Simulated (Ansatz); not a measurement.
# InP (F-43m) in Ansatz: notebook

The runs below take InP through single point, relaxation of cell and atoms, with PBE, BLYP.

All numbers are computed with Ansatz 0.2.0; they aren't measurements. Logs are shortened: lines on timing, memory, paths and dates and some standing lists are left out, and cuts for length are marked.

**Measured values to compare with.**

From a printed reference work, data compilation, for a bulk crystal of InP at 1.6 K: band gap 1.4236 eV (direct).

The results are compared with them further down.

## (1) The crystal as given

Symmetry: F-43m, No. 216, cubic system. Conventional cell: a = 5.861 Å, b = 5.861 Å, c = 5.861 Å, α = 90.00°, β = 90.00°, γ = 90.00°. In (site symmetry -43m) is surrounded by 4 P at 2.54 Å. P (site symmetry -43m) is surrounded by 4 In at 2.54 Å.

## (2) Single point, PBE

input.yaml reads:

```yaml
crystal:
  lattice:
    - [0.0, 2.9305, 2.9305]
    - [2.9305, 0.0, 2.9305]
    - [2.9305, 2.9305, 0.0]
  atoms:
    - { symbol: In, position: [0.0, 0.0, 0.0] }
    - { symbol: P, position: [0.75, 0.75, 0.75] }
kpoints:
  mp_grid: { grid: [6, 6, 6] }
scf:
  occupations: { method: fermi_dirac, width: 0.06 }
hamiltonian:
  xc: pbe
  pseudopotentials: { kind: all_electron, lapw: { basis_error: 0.004 } }
output:
  forces: true
  stress: true
  eigenvalues: true
```

Potentials or basis: all-electron LAPW, scalar-relativistic.

Command:

```
$ ansatz run input.yaml --threads 1 --pin off --max-ram 3072MiB --backend cpu --events-out ev --progress --plain --runs-dir out
```

Log:

```text
Warning: RAYON_NUM_THREADS=1 ignored (pool sized by the plan → 1); use --threads N
LAPW: plane waves up to 7.312 Å⁻¹, error target 4.0e-3 eV per atom; small_component_spin mean_spin; P in spheres of 1.091 Å, 13 of its electrons in bands, Dirac shells []; In in spheres of 1.447 Å, 21 of its electrons in bands, Dirac shells [] (how accurate: hamiltonian.pseudopotentials.lapw.basis_error, Limitations)
Engine: ansatz 0.2.0, aarch64-unknown-linux-gnu
Pseudopotentials: kind: all_electron
Pseudopotential: In, LAPW, valence charge 21, lapw/all_electron/scalar/gaussian/In, Koelling and Harmon's equation, gaussian nucleus
Pseudopotential: P, LAPW, valence charge 13, lapw/all_electron/scalar/gaussian/P, Koelling and Harmon's equation, gaussian nucleus
Functional definition: PBE
  parameter kappa = 0.804
  parameter beta = 0.06672455060314922
  exchange = pbe_x(kappa = kappa, mu = beta*pi^2/3)
  correlation = pbe_c(beta = beta)
Crystal: 2 atoms, lattice volume = 50.333 Å³
Basis set: ecut = 203.7102842023022 eV, 331 PW (Γ), exchange–correlation at level 2
Bands: 21, of which v1, the nominal top of the filled ones, is band 17 counted from 1 (16 counted from 0)
Symmetry: 24 space group operations
Space group: F-43m (ITA 216), of the structure as read, at distance tolerance 3.7e-5 Å
k-points: 16 of 216 (time reversal used)
Non-local potential: In, projectors of the file, none
Non-local potential: P, projectors of the file, none
Initial density: superposition of atomic densities (chi_scale 0.1, normalization cell, long waves kept (reshape's long-wave potential 0.00 eV rms))
Initial wavefunctions: plane waves of lowest kinetic energy (no species holds an atomic orbital)
Functional: x = pbe(κ = 0.804, μ = 0.2195149727645171), c = pbe(β = 0.06672455060314922)
iter 1 solved again at ethr=3.72e-3 eV; its pass at ethr=1.00e-1 eV (dr2=1.26e0 eV) is discarded
SCF iter   1: F=—  HF=-169355.811891 eV  |F-HF|=—  |Δ(HF+E_count)|=         —  Δρ=3.66e-2  dr2=1.26e0  ethr=3.72e-3  ⟨swp⟩=2.0  Hψ=2285  notcnv=0
preconditioner: auto → none  [insulator: Δε(μ)=1.114 eV  Ē_g=14.271 eV  σ=0.060 eV  W_gap=1.00  n_scr=14 (ndim 8)  ℏωp=22.2 eV  f_vac=0.035  D(μ)=0.00/eV (n_scr^D=0)  ε∞_Penn≈3.4]
iter 2 solved again at ethr=2.05e-4 eV; its pass at ethr=3.72e-3 eV (dr2=6.97e-2 eV) is discarded
SCF iter   2: F=—  HF=-169355.417596 eV  |F-HF|=—  |Δ(HF+E_count)|=   3.94e-1  Δρ=1.25e-2  dr2=6.97e-2  ethr=2.05e-4  ⟨swp⟩=2.0  Hψ=1765  notcnv=0
SCF iter   3: F=—  HF=-169355.391601 eV  |F-HF|=—  |Δ(HF+E_count)|=   2.60e-2  Δρ=6.11e-3  dr2=1.57e-2  ethr=2.05e-4  ⟨swp⟩=2.0  Hψ=990  notcnv=0
SCF iter   4: F=—  HF=-169355.392539 eV  |F-HF|=—  |Δ(HF+E_count)|=         —  Δρ=1.30e-3  dr2=9.20e-4  ethr=4.62e-5  ⟨swp⟩=2.1  Hψ=934  notcnv=0
the basis was enlarged: its passes take 81.8 KiB over the memory plan, 1 of 1 planned eigensolver slots
SCF iter   5: F=—  HF=-169355.392118 eV  |F-HF|=—  |Δ(HF+E_count)|=   4.21e-4  Δρ=1.83e-4  dr2=1.63e-5  ethr=2.71e-6  ⟨swp⟩=2.6  Hψ=939  notcnv=0
SCF iter   6: F=—  HF=-169355.392149 eV  |F-HF|=—  |Δ(HF+E_count)|=   3.08e-5  Δρ=4.01e-5  dr2=6.94e-7  ethr=4.79e-8  ⟨swp⟩=3.0  Hψ=992  notcnv=0
SCF iter   7: F=-169355.392150 eV  HF=-169355.392150 eV  |F-HF|=1.18e-8  |Δ(HF+E_count)|=   1.83e-6  Δρ=3.40e-6  dr2=7.67e-9  ethr=2.04e-9  ⟨swp⟩=3.1  Hψ=993  notcnv=0
SCF 1 converged in 7 iterations: F = -169355.392150 eV  dr2 = 7.67e-9
SCF converged after 7 iterations
Free energy (F): -169355.392150 eV
Harris-Foulkes:  -169355.392150 eV  (|F-HF|=1.18e-8)
Internal energy: -169355.392114 eV  (E = F + TS)
E sigma→0 (E₀):  -169355.392132 eV
Entropy (-TS):   -0.000036 eV (-0.018 meV/atom)
Fermi energy:    9.494885 eV
--- Per-component energies (eV) ---
  E_band       = -1582.988643
  E_kinetic    = 177332.057396
  E_xc         = -4985.305718
  E_electrostatic = -341702.143791  (all electrons and nuclei)
  E_smearing   = -0.000036  (= −TS)
  E_closure    = 0.000000  (closes the sum)
  E_atoms      = -169347.050426  (free atoms, spherical and without spin; not in F)
  Σ components = -169355.392150   (vs F -169355.392150, Δ=0.00e0)
  Basis errors (estimates in eV, not in F): energy 1.7e-3 per atom: plane waves 1.6e-3 (9.5e-4 summed), levels above the bands 3.7e-51, relativity 5.2e-8, radial functions 1.2e-4, core shells 5.1e-8; eigenvalues (radial functions only) 1.2e-5; not estimated: angular momenta, meshes, grids; target (lapw.basis_error) 4.0e-3; muffin-tin radii P 1.091 Å, In 1.447 Å
--- Forces (eV/Å), atoms counted from 1 ---
  atom   1  In     0.00000000    -0.00000000     0.00000000
  atom   2  P     -0.00000000     0.00000000    -0.00000000
  max |Σ_I F_I| component: 4.63e-17 eV/Å
--- Stress (GPa, compression-positive) ---
        3.349595      -0.000000       0.000000
       -0.000000       3.349595       0.000000
        0.000000       0.000000       3.349595
  P = ⅓ Tr σ = 3.3496 GPa (33.496 kbar)
--- Band table (eV; the first three rows and the last of 16) ---
  k-point 0: bands = ["-158.5088", "-108.9848", "-108.9848", "-108.9848", "-105.8637", "-64.3507", "-64.3507", "-64.3507", "-5.0923", "-5.0923", "-5.0923", "-4.9407", "-4.9407", "-2.4121", "9.1049", "9.1049", "9.1049", "9.8166", "13.1928", "13.1928", "13.1928"]
  k-point 1: bands = ["-158.5088", "-108.9848", "-108.9848", "-108.9848", "-105.8637", "-64.3508", "-64.3507", "-64.3507", "-5.1242", "-5.0799", "-5.0799", "-4.9402", "-4.9402", "-2.0988", "6.9240", "8.8007", "8.8007", "10.9073", "13.5979", "13.6315", "13.6315"]
  k-point 2: bands = ["-158.5088", "-108.9848", "-108.9848", "-108.9848", "-105.8637", "-64.3509", "-64.3508", "-64.3508", "-5.1833", "-5.0601", "-5.0601", "-4.9337", "-4.9337", "-1.2903", "4.5419", "8.3288", "8.3288", "10.7612", "13.9706", "13.9706", "15.3755"]
  k-point 15: bands = ["-158.5088", "-108.9848", "-108.9848", "-108.9848", "-105.8637", "-64.3509", "-64.3509", "-64.3508", "-5.2533", "-5.0200", "-4.9960", "-4.9688", "-4.9188", "0.0255", "3.4643", "6.2998", "6.3236", "12.3861", "12.7285", "15.8958", "16.1794"]
```

It took 3.7 s on 1 thread of Arm Neoverse V2, shared host; peak memory 0.22 GiB.

What came out:

```yaml
Free_energy: -169355.3922 eV
Pressure: 3.3 GPa
Band_gap_on_the_k_mesh: 0.71 eV, direct
```

Caveat: spin-orbit coupling is left out, which moves the levels of the heavy elements.

## (3) Relaxation of cell and atoms, BLYP

input.yaml reads:

```yaml
crystal:
  lattice:
    - [0.0, 2.9305, 2.9305]
    - [2.9305, 0.0, 2.9305]
    - [2.9305, 2.9305, 0.0]
  atoms:
    - { symbol: In, position: [0.0, 0.0, 0.0] }
    - { symbol: P, position: [0.75, 0.75, 0.75] }
kpoints:
  mp_grid: { grid: [8, 8, 8] }
scf:
  occupations: { method: fermi_dirac, width: 0.05 }
hamiltonian:
  xc: blyp
  pseudopotentials: { kind: all_electron, lapw: { basis_error: 0.001 } }
output:
  forces: true
  stress: true
relax:
  f_tol: 0.01
  max_steps: 60
  cell: {}
```

Potentials or basis: all-electron LAPW, scalar-relativistic.

Command:

```
$ ansatz run input.yaml --threads 1 --pin off --max-ram 3072MiB --backend cpu --events-out ev --progress --plain --runs-dir out
```

Log:

```text
Warning: RAYON_NUM_THREADS=1 ignored (pool sized by the plan → 1); use --threads N
The last accepted step is kept in <dir> (removed where the run ends without a failure and the disk answers)
LAPW: plane waves up to 8.347 Å⁻¹, error target 1.0e-3 eV per atom; small_component_spin mean_spin; P in spheres of 1.077 Å, 13 of its electrons in bands, Dirac shells []; In in spheres of 1.385 Å, 21 of its electrons in bands, Dirac shells [] (how accurate: hamiltonian.pseudopotentials.lapw.basis_error, Limitations)
[... 4 set-up lines as earlier in the session ...]
Functional definition: BLYP
  parameter beta = 0.0042
  parameter a = 0.04918
  parameter b = 0.132
  parameter c = 0.2533
  parameter d = 0.349
  exchange = b88_x(beta = beta)
  correlation = lyp_c(a = a, b = b, c = c, d = d)
Crystal: 2 atoms, lattice volume = 50.333 Å³
[... 62 lines left out ...]
  E_kinetic    = 177360.188731
  E_xc         = -5004.457508
  E_electrostatic = -341731.295815  (all electrons and nuclei)
  E_smearing   = -0.000645  (= −TS)
  E_closure    = 0.000000  (closes the sum)
  E_atoms      = -169368.483023  (free atoms, spherical and without spin; not in F)
  Σ components = -169375.565237   (vs F -169375.565237, Δ=0.00e0)
  Basis errors (estimates in eV, not in F): energy 4.2e-4 per atom: plane waves 3.8e-4 (2.3e-4 summed), levels above the bands 1.4e-37, relativity 1.2e-7, radial functions 3.4e-5, core shells 6.3e-8; eigenvalues (radial functions only) 4.4e-7; not estimated: angular momenta, meshes, grids; target (lapw.basis_error) 1.0e-3; muffin-tin radii P 1.116 Å, In 1.436 Å
--- Forces (eV/Å), atoms counted from 1 ---
  atom   1  In    -0.00000000    -0.00000000     0.00000000
  atom   2  P     -0.00000000     0.00000000     0.00000000
  max |Σ_I F_I| component: 1.16e-17 eV/Å
--- Stress (GPa, compression-positive) ---
       -0.039311      -0.000000      -0.000000
       -0.000000      -0.039311       0.000000
       -0.000000       0.000000      -0.039311
  P = ⅓ Tr σ = -0.0393 GPa (-0.393 kbar)
--- Relaxed structure (3 steps of the walk, 3 accepted, 1 SCFs on fresh bases) ---
  F+E_penalty+E_count = -169375.56523739 eV   max|allowed force component| = 1.503e-17 eV/Å   (the final SCF, on the basis selected at the relaxed cell)
  cell:  # Å, volume = 56.0616 Å³
    - [-2.522209156283317e-33, 3.03770135902715, 3.03770135902715]
    - [3.03770135902715, 2.0126719529937577e-33, 3.03770135902715]
    - [3.03770135902715, 3.03770135902715, 6.471122481777399e-33]
  atoms:
    - { symbol: In, position: [7.53043756336362e-36, -5.545140387567754e-35, -5.408223340961142e-35] }
    - { symbol: P, position: [0.75, 0.75, 0.75] }
```

Wall time 23 s (1 thread of Arm Neoverse V2, shared host); peak memory 0.27 GiB.

What came out:

- Free energy: -169375.5652 eV
- Relaxed volume: 28.03 Å³/atom
- Relaxed cell: a = 4.296 Å, b = 4.296 Å, c = 4.296 Å, α = 60.00°, β = 60.00°, γ = 60.00°
- Space group after relaxing (to 0.05 Å): F-43m (No. 216)
- Energy gained by relaxing: 53.7 meV/atom
- Ionic steps: 4
- Pressure after relaxing: 0.0 GPa

The path:
| step | energy change (eV) | largest force (eV/Å) | volume (Å³) |
| --- | --- | --- | --- |
| 1 | 0.0000 | 0.0000 | 50.33 |
| 2 | -0.1072 | 0.0000 | 56.25 |
| 3 | -0.1074 | 0.0000 | 56.06 |
| 4 | -0.1074 | 0.0000 | 56.06 |

Final structure:
```
In P
1.0
     0.00000    3.03770    3.03770
     3.03770    0.00000    3.03770
     3.03770    3.03770    0.00000
In P
1 1
Direct
  0.00000 0.00000 0.00000
  0.75000 0.75000 0.75000
```

Caveat: the volume moved by +11 % from the deposited cell, more than functionals usually miss.

## (4) Against experiment

Step 2. A measured gap of InP is 1.4236 eV (direct; 1.6 K; a printed reference work, data compilation); the calculated 0.71 eV misses it by -0.71 eV. Spin-orbit coupling on In is left out. The value is that of PBE, without temperature or zero-point motion. Semilocal functionals fall short of measured gaps as a rule.
